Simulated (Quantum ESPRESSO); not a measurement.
# AgCl (Chlorargyrite) (Fm-3m) in Quantum ESPRESSO: notebook, part 2 of 4

Quantum ESPRESSO 7.5. Earlier steps stand in the parts before.

### Step 3. Phonons, PBE

Input file pw.in:

```
&CONTROL
  calculation = 'scf'
  prefix = 'pwscf'
  outdir = './tmp'
  pseudo_dir = './pseudo'
  tprnfor = .true.
  tstress = .true.
  disk_io = 'low'
/
&SYSTEM
  ibrav = 0
  nat = 2
  ntyp = 2
  ecutwfc = 70
  nbnd = 20
  occupations = 'smearing'
  smearing = 'fd'
  degauss = 0.00367493
/
&ELECTRONS
  conv_thr = 4d-10
  electron_maxstep = 120
  mixing_beta = 0.5
/
ATOMIC_SPECIES
Ag   107.8682 Ag_ONCV_PBE-1.2.upf
Cl    35.4500 Cl_ONCV_PBE-1.2.upf
CELL_PARAMETERS angstrom
   0.0000000000    2.7350000000    2.7350000000
   2.7350000000    0.0000000000    2.7350000000
   2.7350000000    2.7350000000    0.0000000000
ATOMIC_POSITIONS crystal
Ag     0.0000000000    0.0000000000    0.0000000000
Cl     0.5000000000    0.5000000000    0.5000000000
K_POINTS automatic
4 4 4 1 1 1
```

Input file scf2.in:

```
&CONTROL
  calculation = 'scf'
  prefix = 'pwscf'
  outdir = './tmp'
  pseudo_dir = './pseudo'
  tprnfor = .true.
  tstress = .true.
  disk_io = 'low'
/
&SYSTEM
  ibrav = 0
  nat = 2
  ntyp = 2
  ecutwfc = 70
  nbnd = 20
  occupations = 'fixed'
/
&ELECTRONS
  conv_thr = 1d-13
  electron_maxstep = 120
  mixing_beta = 0.5
  startingpot = 'file'
  startingwfc = 'file'
/
ATOMIC_SPECIES
Ag   107.8682 Ag_ONCV_PBE-1.2.upf
Cl    35.4500 Cl_ONCV_PBE-1.2.upf
CELL_PARAMETERS angstrom
   0.0000000000    2.7350000000    2.7350000000
   2.7350000000    0.0000000000    2.7350000000
   2.7350000000    2.7350000000    0.0000000000
ATOMIC_POSITIONS crystal
Ag     0.0000000000    0.0000000000    0.0000000000
Cl     0.5000000000    0.5000000000    0.5000000000
K_POINTS automatic
4 4 4 1 1 1
```

Input file ph.in:

```
phonons of AgCl
&INPUTPH
  prefix = 'pwscf'
  outdir = './tmp'
  tr2_ph = 1d-18
  fildyn = 'dyn'
  niter_ph = 90
  alpha_mix(1) = 0.7
  epsil = .true.
/
0.0000000000 0.0000000000 0.0000000000
```

Input file dynmat.in:

```
&INPUT
  fildyn = 'dyn'
  asr = 'crystal'
  lperm = .true.
  filout = 'dynmat.disp'
  fileig = 'dynmat.eig'
/
```

Input file dynmat_lo.in:

```
&INPUT
  fildyn = 'dyn'
  asr = 'crystal'
  filout = 'dynmat_lo.disp'
  fileig = 'dynmat_lo.eig'
  q(1) = 0
  q(2) = 0
  q(3) = 1
/
```

Potentials or basis: SG15 PBE 1.2.

Launch:

```console
$ OMP_NUM_THREADS=1 pw.x -in pw.in > pw.out
$ OMP_NUM_THREADS=1 pw.x -in scf2.in > scf2.out
$ OMP_NUM_THREADS=1 ph.x -in ph.in > ph.out
$ OMP_NUM_THREADS=1 dynmat.x -in dynmat.in > dynmat.out
$ OMP_NUM_THREADS=1 dynmat.x -in dynmat_lo.in > dynmat_lo.out
```

pw.out:

```text
This program is part of the open-source Quantum ESPRESSO suite
     for quantum simulation of materials; please cite
[... 9 lines left out ...]
     --------------------
     sticks:   dense  smooth     PW     G-vecs:    dense   smooth      PW
     Sum        1039    1039    313                22075    22075    3527

     Using Slab Decomposition

     bravais-lattice index     =            0
     lattice parameter (alat)  =       7.3092  a.u.
     unit-cell volume          =     276.1205 (a.u.)^3
     number of atoms/cell      =            2
     number of atomic types    =            2
     number of electrons       =        26.00
     number of Kohn-Sham states=           20
     kinetic-energy cutoff     =      70.0000  Ry
     charge density cutoff     =     280.0000  Ry
     scf convergence threshold =      4.0E-10
     mixing beta               =       0.5000
     number of iterations used =            8  plain     mixing
     Exchange-correlation= PBE
                           (   1   4   3   4   0   0   0)

     celldm(1)=   7.309223  celldm(2)=   0.000000  celldm(3)=   0.000000
     celldm(4)=   0.000000  celldm(5)=   0.000000  celldm(6)=   0.000000

     crystal axes: (cart. coord. in units of alat)
               a(1) = (   0.000000   0.707107   0.707107 )
               a(2) = (   0.707107   0.000000   0.707107 )
               a(3) = (   0.707107   0.707107   0.000000 )

     reciprocal axes: (cart. coord. in units 2 pi/alat)
               b(1) = ( -0.707107  0.707107  0.707107 )
               b(2) = (  0.707107 -0.707107  0.707107 )
               b(3) = (  0.707107  0.707107 -0.707107 )

     PseudoPot. # 1 for Ag read from file:
     Ag_ONCV_PBE-1.2.upf
     Pseudo is Norm-conserving, Zval = 19.0
     Generated using ONCVPSP code by D. R. Hamann
     Using radial grid of  602 points,  6 beta functions with:
                l(1) =   0
                l(2) =   0
                l(3) =   1
                l(4) =   1
                l(5) =   2
                l(6) =   2

     PseudoPot. # 2 for Cl read from file:
     Cl_ONCV_PBE-1.2.upf
     Pseudo is Norm-conserving, Zval =  7.0
     Generated using ONCVPSP code by D. R. Hamann
     Using radial grid of  602 points,  4 beta functions with:
                l(1) =   0
                l(2) =   0
                l(3) =   1
                l(4) =   1

     atomic species   valence    mass     pseudopotential
     Ag               19.00   107.86820     Ag( 1.00)
     Cl                7.00    35.45000     Cl( 1.00)

     48 Sym. Ops., with inversion, found

   Cartesian axes

     site n.     atom                  positions (alat units)
         1        Ag     tau(   1) = (   0.0000000   0.0000000   0.0000000  )
         2        Cl     tau(   2) = (   0.7071068   0.7071068   0.7071068  )

     number of k points=    10  Fermi-Dirac smearing, width (Ry)=  0.0037
                       cart. coord. in units 2pi/alat
        k(    1) = (   0.0883883   0.0883883   0.0883883), wk =   0.0625000
        k(    2) = (   0.2651650   0.2651650  -0.0883883), wk =   0.1875000
        k(    3) = (  -0.2651650  -0.2651650   0.4419417), wk =   0.1875000
        k(    4) = (  -0.0883883  -0.0883883   0.2651650), wk =   0.1875000
        k(    5) = (   0.4419417   0.0883883   0.0883883), wk =   0.1875000
        k(    6) = (  -0.0883883  -0.4419417   0.6187184), wk =   0.3750000
        k(    7) = (   0.0883883  -0.2651650   0.4419417), wk =   0.3750000
        k(    8) = (  -0.6187184   0.0883883   0.0883883), wk =   0.1875000
        k(    9) = (   0.2651650   0.2651650   0.2651650), wk =   0.0625000
        k(   10) = (  -0.2651650  -0.2651650   0.7954951), wk =   0.1875000

     Dense  grid:    22075 G-vectors     FFT dimensions: (  40,  40,  40)

     Initial potential from superposition of free atoms

     starting charge      25.9563, renormalised to      26.0000
     Starting wfcs are random

     Self-consistent Calculation

     iteration #  1     ecut=    70.00 Ry     beta= 0.50
     Davidson diagonalization with overlap
     ethr =  1.00E-02,  avg # of iterations =  8.8

     Threshold (ethr) on eigenvalues was too large:
     Diagonalizing with lowered threshold

     Davidson diagonalization with overlap
     ethr =  3.73E-04,  avg # of iterations =  2.0

     total energy              =    -317.86796909 Ry
     estimated scf accuracy    <       0.10759370 Ry

     iteration #  2     ecut=    70.00 Ry     beta= 0.50
     Davidson diagonalization with overlap
     ethr =  4.14E-04,  avg # of iterations =  2.0

     total energy              =    -317.89083231 Ry
     estimated scf accuracy    <       0.00858348 Ry

     iteration #  3     ecut=    70.00 Ry     beta= 0.50
     Davidson diagonalization with overlap
     ethr =  3.30E-05,  avg # of iterations =  3.6

     total energy              =    -317.89207311 Ry
     estimated scf accuracy    <       0.00103489 Ry

     iteration #  4     ecut=    70.00 Ry     beta= 0.50
     Davidson diagonalization with overlap
     ethr =  3.98E-06,  avg # of iterations =  2.7

     total energy              =    -317.89218229 Ry
     estimated scf accuracy    <       0.00006280 Ry

     iteration #  5     ecut=    70.00 Ry     beta= 0.50
     Davidson diagonalization with overlap
     ethr =  2.42E-07,  avg # of iterations =  1.9

     total energy              =    -317.89218899 Ry
     estimated scf accuracy    <       0.00000420 Ry

     iteration #  6     ecut=    70.00 Ry     beta= 0.50
     Davidson diagonalization with overlap
     ethr =  1.62E-08,  avg # of iterations =  2.0

     total energy              =    -317.89218948 Ry
     estimated scf accuracy    <       0.00000017 Ry

     iteration #  7     ecut=    70.00 Ry     beta= 0.50
     Davidson diagonalization with overlap
     ethr =  6.59E-10,  avg # of iterations =  2.0

     total energy              =    -317.89218953 Ry
     estimated scf accuracy    <          5.2E-09 Ry

     iteration #  8     ecut=    70.00 Ry     beta= 0.50
     Davidson diagonalization with overlap
     ethr =  2.00E-11,  avg # of iterations =  2.0

     total energy              =    -317.89218953 Ry
     estimated scf accuracy    <          3.2E-09 Ry

     iteration #  9     ecut=    70.00 Ry     beta= 0.50
     Davidson diagonalization with overlap
     ethr =  1.22E-11,  avg # of iterations =  2.0

     End of self-consistent calculation

          k = 0.0884 0.0884 0.0884 (  2725 PWs)   bands (ev):

   -80.9964 -44.4913 -44.4909 -44.4909  -6.3191   5.6486   5.7018   5.7018
     6.4297   6.4297   6.6912   7.3258   7.3258  10.6845  18.5591  19.6395
    19.6395  21.2417  21.2417  21.9209

          k = 0.2652 0.2652-0.0884 (  2735 PWs)   bands (ev):

   -80.9963 -44.4930 -44.4916 -44.4911  -6.0516   4.1583   4.7968   5.1705
     6.5782   6.6758   6.9899   7.6577   8.7383  12.8851  16.2489  17.3554
    17.7623  20.8879  22.9370  23.0810

          k =-0.2652-0.2652 0.4419 (  2735 PWs)   bands (ev):

   -80.9963 -44.4942 -44.4917 -44.4915  -5.8865   3.6264   4.5904   4.6733
     6.7029   6.7840   7.0754   8.6099   8.6795  13.7253  14.9466  17.1716
    17.2208  22.1015  23.0775  23.8685

          k =-0.0884-0.0884 0.2652 (  2732 PWs)   bands (ev):

   -80.9964 -44.4922 -44.4913 -44.4912  -6.1701   4.5348   5.4187   5.4939
     6.3917   6.5875   6.9221   7.4169   7.9653  12.0942  17.1263  17.9194
    18.9222  20.0484  22.6687  23.2636

          k = 0.4419 0.0884 0.0884 (  2739 PWs)   bands (ev):

   -80.9963 -44.4933 -44.4918 -44.4918  -5.9857   4.0981   5.2681   5.3860
     6.3105   6.7312   7.0342   7.3523   7.8466  12.7356  16.1294  17.3017
    19.1293  20.1228  23.8576  24.9918

          k =-0.0884-0.4419 0.6187 (  2728 PWs)   bands (ev):

   -80.9963 -44.4936 -44.4928 -44.4920  -5.8499   4.3384   4.6760   4.9159
     6.6220   6.8224   6.9819   7.2896   7.8783  13.1010  16.1856  17.1188
    18.2090  21.6424  23.1434  24.5925

          k = 0.0884-0.2652 0.4419 (  2729 PWs)   bands (ev):

   -80.9963 -44.4936 -44.4922 -44.4916  -5.9172   3.9423   4.7014   4.9686
     6.6021   6.7785   7.0535   7.5983   8.5810  13.7186  15.1827  17.0363
    17.9520  21.1906  23.6060  24.4539

          k =-0.6187 0.0884 0.0884 (  2730 PWs)   bands (ev):

   -80.9963 -44.4939 -44.4924 -44.4921  -5.8791   4.3421   5.2256   5.3970
     6.2779   6.8509   6.9515   7.1462   7.2677  11.9034  16.8855  17.4465
    19.9665  20.6213  24.0740  24.6574

          k = 0.2652 0.2652 0.2652 (  2740 PWs)   bands (ev):

   -80.9963 -44.4938 -44.4913 -44.4913  -5.9670   3.7442   4.7094   4.7094
     6.7078   6.7078   7.0238   8.7501   8.7501  12.9918  15.9547  17.1588
    17.1588  22.1369  22.3187  22.3187

          k =-0.2652-0.2652 0.7955 (  2723 PWs)   bands (ev):

   -80.9963 -44.4937 -44.4926 -44.4916  -5.8601   3.9550   4.6957   4.7032
     6.6968   6.7647   7.0547   7.5820   8.5771  13.8713  15.0951  17.0586
    17.8458  22.0272  22.1630  24.9322

     the Fermi energy is     9.7610 ev

!    total energy              =    -317.89218953 Ry
     estimated scf accuracy    <          3.3E-10 Ry
     smearing contrib. (-TS)   =      -0.00000000 Ry
     internal energy E=F+TS    =    -317.89218953 Ry

     The total energy is F=E-TS. E is the sum of the following terms:
     one-electron contribution =    -167.94463603 Ry
     hartree contribution      =      93.00734103 Ry
     xc contribution           =     -33.05802136 Ry
     ewald contribution        =    -209.89687317 Ry

     convergence has been achieved in   9 iterations

     Forces acting on atoms (cartesian axes, Ry/au):

     atom    1 type  1   force =     0.00000000    0.00000000   -0.00000000
     atom    2 type  2   force =    -0.00000000   -0.00000000    0.00000000

     Total force =     0.000000     Total SCF correction =     0.000000

     Computing stress (Cartesian axis) and pressure

          total   stress  (Ry/bohr**3)                   (kbar)     P=       41.64
   0.00028306  -0.00000000   0.00000000           41.64       -0.00        0.00
  -0.00000000   0.00028306   0.00000000           -0.00       41.64        0.00
   0.00000000   0.00000000   0.00028306            0.00        0.00       41.64

=------------------------------------------------------------------------------=
   JOB DONE.
=------------------------------------------------------------------------------=
```

Run time: 3.9 min. Hardware: 1 thread of Intel Xeon Platinum 8375C at 2.90GHz (Ice Lake), shared host; peak memory 0.07 GiB.

Results:

```
Free energy                                             : -4325.1436 eV
Pressure after relaxing                                 : 4.2 GPa
Electronic dielectric tensor (diagonal)                 : 5.14
Born charges (mean of the diagonal)                     : Ag +1.43; Cl -1.43 e
Highest phonon frequency at Γ, LO-TO splitting left out : 129 cm⁻¹
Static dielectric tensor (diagonal)                     : 10.65
```

Levels at points of the mesh, in eV from the valence-band top:
```
           k point  band 10  band 11  band 12  band 13  band 14  band 15  band 16  band 17
(0.12, 0.12, 0.12)    -2.32    -2.06    -1.42    -1.42     1.93     9.81    10.89    10.89
```

Phonon frequencies in cm⁻¹ (negative: imaginary):
```csv
q point,frequencies
"(0.000, 0.000, 0.000)",2 2 2 129 129 129
```

Electronic dielectric tensor:
```
5.14 0.00 0.00
0.00 5.14 0.00
0.00 0.00 5.14
```

Born effective charge tensors (e):
atom 1, Ag
```
1.43 0.00 0.00
0.00 1.43 0.00
0.00 0.00 1.43
```
atom 2, Cl
```
-1.43  0.00  0.00
 0.00 -1.43  0.00
 0.00  0.00 -1.43
```

Optical modes at Γ, degenerate ones joined, polar ones without the macroscopic field:
```csv
cm⁻¹,components,symmetry,active in,"IR intensity, summed ((D/Å)²/amu)"
129,3,T1u,IR,5.30
```

Zone-centre frequencies without and with the macroscopic field along z (cm⁻¹):
|  | optical modes in rising order |
| --- | --- |
| without | 129 129 129 |
| with the field | 129 129 186 |

Static dielectric tensor, electrons and zone-centre modes:
```
10.65  0.00  0.00
 0.00 10.65  0.00
 0.00  0.00 10.65
```

Caveat: this potential file gives levels or pressures that part from those of other sets; the cell is more than 3 GPa from zero pressure, which shifts response properties.

(Part 2 of 4 ends here.)
